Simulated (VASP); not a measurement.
**VASP 6.6.1 run: NaCl**

INCAR

```
NELM = 120
IVDW = 12
LWAVE = .FALSE.
ISMEAR = -1
LCHARG = .FALSE.
IBRION = -1
ADDGRID = .TRUE.
NSW = 0
PREC = Accurate
NBANDS = 14
ISIF = 2
GGA = PE
ENCUT = 520
LREAL = .FALSE.
SIGMA = 0.02
LASPH = .TRUE.
EDIFF = 1E-7
```

KPOINTS

```
KPOINTS created by Atomic Simulation Environment
0
Gamma
6 6 6
0 0 0
```

POSCAR

```
Na Cl
 1.0000000000000000
    -0.0934000000000000    2.7385999999999999    2.7380000000000000
     2.7343000000000002   -0.0584000000000000    2.7029999999999998
     2.7951000000000001    2.7643000000000000   -0.1192000000000000
 Na  Cl
   1   1
Cartesian
  2.6578560800000002  2.7595275600000000  5.3185055600000002
  2.6594091500000001  2.8603933499999998  2.6859496799999998
```

The recommended PBE PAW datasets give the neutral cell 14 valence electrons.

Command

```
mpirun -np 1 vasp_std
```

OSZICAR

```
N       E                     dE             d eps       ncg     rms          rms(c)
DAV:   1     0.942310039673E+02    0.94231E+02   -0.63369E+03  3148   0.109E+03
DAV:   2     0.101637924801E+01   -0.93215E+02   -0.85511E+02  3410   0.262E+02
DAV:   3    -0.680050307827E+01   -0.78169E+01   -0.77682E+01  4102   0.699E+01
DAV:   4    -0.692609034905E+01   -0.12559E+00   -0.12553E+00  3664   0.956E+00
DAV:   5    -0.692881823959E+01   -0.27279E-02   -0.27277E-02  4184   0.144E+00    0.219E+00
DAV:   6    -0.673656446999E+01    0.19225E+00   -0.31549E-01  3926   0.333E+00    0.163E+00
DAV:   7    -0.672423200480E+01    0.12332E-01   -0.84302E-02  4298   0.170E+00    0.111E+00
DAV:   8    -0.672974597921E+01   -0.55140E-02   -0.97815E-03  3544   0.856E-01    0.302E-01
DAV:   9    -0.672961584107E+01    0.13014E-03   -0.24539E-04  4018   0.122E-01    0.152E-01
DAV:  10    -0.672973010236E+01   -0.11426E-03   -0.29255E-04  3640   0.141E-01    0.594E-02
DAV:  11    -0.672972086479E+01    0.92376E-05   -0.18847E-05  4168   0.428E-02    0.105E-02
DAV:  12    -0.672972118152E+01   -0.31672E-06   -0.17467E-06  3652   0.123E-02    0.156E-03
DAV:  13    -0.672972159932E+01   -0.41780E-06   -0.23675E-07  3964   0.345E-03    0.308E-03
DAV:  14    -0.672972150432E+01    0.94997E-07   -0.85166E-08  3748   0.244E-03
   1 F= -.71735964E+01 E0= -.71735964E+01  d E =-.296616E-10
```

From OUTCAR

```
k-points           NKPTS =    112   k-points in BZ     NKDIM =    112   number of bands    NBANDS=     14

   NELECT =      14.0000    total number of electrons

   dimension x,y,z NGX =    30 NGY =   30 NGZ =   30
   dimension x,y,z NGXF=    60 NGYF=   60 NGZF=   60

  energy-cutoff  :      520.00
  volume of cell :       43.42
      direct lattice vectors                 reciprocal lattice vectors
    -0.093400000  2.738600000  2.738000000    -0.171915067  0.181498682  0.177827189
     2.734300000 -0.058400000  2.703000000     0.181821342 -0.175989219  0.182230164
     2.795100000  2.764300000 -0.119200000     0.174158004  0.178225931 -0.172324023

 k-points in reciprocal lattice and weights: KPOINTS created by Atomic Simulation Env
   0.00000000  0.00000000  0.00000000       0.005
   0.16666667  0.00000000 -0.00000000       0.009
   0.33333333 -0.00000000 -0.00000000       0.009
   0.50000000  0.00000000 -0.00000000       0.005
   0.00000000  0.16666667  0.00000000       0.009
   0.16666667  0.16666667 -0.00000000       0.009
   0.33333333  0.16666667 -0.00000000       0.009
   0.50000000  0.16666667 -0.00000000       0.009
   ...

 E-fermi :  -0.0426

 k-point     1 :       0.0000    0.0000    0.0000
  band No.  band energies     occupation
      1     -21.2989      2.00000
      2     -21.2938      2.00000
      3     -21.2907      2.00000
      4     -13.2727      2.00000
      5      -0.6478      2.00000
      6      -0.5559      2.00000
      7      -0.4171      2.00000
      8       4.6817      0.00000
      9      10.2382      0.00000
     10      10.5712      0.00000
     11      11.1369      0.00000
     12      12.8013      0.00000
     13      12.9598      0.00000
     14      14.4234      0.00000

 k-point     2 :       0.1667    0.0000   -0.0000
  band No.  band energies     occupation
      1     -21.3037      2.00000
      2     -21.2982      2.00000
      3     -21.2910      2.00000
      4     -13.1875      2.00000
      5      -1.1974      2.00000
      6      -0.6769      2.00000
      7      -0.5037      2.00000
      8       5.5052      0.00000
      9       9.7580      0.00000
     10      10.7094      0.00000
     11      11.3056      0.00000
     12      12.4983      0.00000
     13      12.6915      0.00000
     14      15.6756      0.00000

 k-point     3 :       0.3333   -0.0000   -0.0000
  band No.  band energies     occupation
      1     -21.3199      2.00000
      2     -21.3002      2.00000
      3     -21.2916      2.00000
      4     -13.0092      2.00000
      5      -2.1624      2.00000
      6      -0.7894      2.00000
      7      -0.6486      2.00000
      8       6.6350      0.00000
      9       9.5888      0.00000
     10      10.6594      0.00000
     11      11.0570      0.00000
     12      13.3343      0.00000
     13      13.9669      0.00000
     14      15.0341      0.00000

 k-point     4 :       0.5000    0.0000   -0.0000
  band No.  band energies     occupation
      1     -21.3281      2.00000
      2     -21.3010      2.00000
      3     -21.2918      2.00000
      4     -12.9158      2.00000
      5      -2.5724      2.00000
      6      -0.8426      2.00000
      7      -0.7172      2.00000
      8       6.8526      0.00000
      9      10.1474      0.00000
     10      10.4644      0.00000
     11      10.8464      0.00000
     12      14.6960      0.00000
     13      15.1975      0.00000
     14      15.9214      0.00000

 ...

  Total      -0.06155     0.03794     0.30546     0.03715     0.06674     0.20603
  in kB      -2.27105     1.39987    11.27066     1.37079     2.46243     7.60195
  external pressure =        3.47 kB  Pullay stress =        0.00 kB

 POSITION                                       TOTAL-FORCE (eV/Angst)
 -----------------------------------------------------------------------------------
      2.65786      2.75953      5.31851        -0.113551      0.089903      0.272416
      2.65941      2.86039      2.68595         0.113551     -0.089903     -0.272416
 -----------------------------------------------------------------------------------
    total drift:                                0.000004      0.000012      0.000026

  FREE ENERGIE OF THE ION-ELECTRON SYSTEM (eV)
  ---------------------------------------------------
  free  energy   TOTEN  =        -7.1735963842 eV

  energy  without entropy=       -7.1735963841  energy(sigma->0) =       -7.17359638
```

It converged. Results: gap between bands v and c on the k mesh 5.10 eV; least direct gap on the k mesh 5.10 eV; pressure 0.3 GPa; largest force 0.31 eV/Å. Band v is the last that the valence electrons fill when counted band by band, and c is the next.

For comparison, a separate PBE run of the intended cell, on usual settings and not on those above, gives a gap of 5.10 eV on its mesh and a pressure of 2.1 GPa.

The run above took about 56 s on one core of a shared host (Intel Xeon Platinum 8488C) and held 0.26 GiB at most.
